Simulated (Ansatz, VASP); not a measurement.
## One calculation of GaSb, two programs

```xyz
2
Lattice="0.0000 3.0456 3.0456 3.0456 0.0000 3.0456 3.0456 3.0456 0.0000" Properties=species:S:1:pos:R:3 pbc="T T T"
Ga    0.0000    0.0000    0.0000
Sb    1.5228    1.5228    1.5228
```

Alike in both runs: task single point; functional PBE; k mesh 6 × 6 × 6; occupations fermi-dirac, width 0.02 eV; no spin polarisation.

|  | VASP | Ansatz |
| --- | --- | --- |
| version | VASP 6.6.1 | Ansatz 0.2.0 |
| potentials or method | VASP PAW PBE potentials, release 64 (Ga_d, Sb) | plane waves, PAW |
| plane-wave cutoff (eV) | 520 | 420 |
| valence electrons in the cell | 18 | 28 |

Ansatz gave:

```
pressure (GPa) : 3.0
```

What did VASP give for the same quantities?

Pressure (GPa): 3.1.

The two sets of potentials don't hold the same shells in valence.
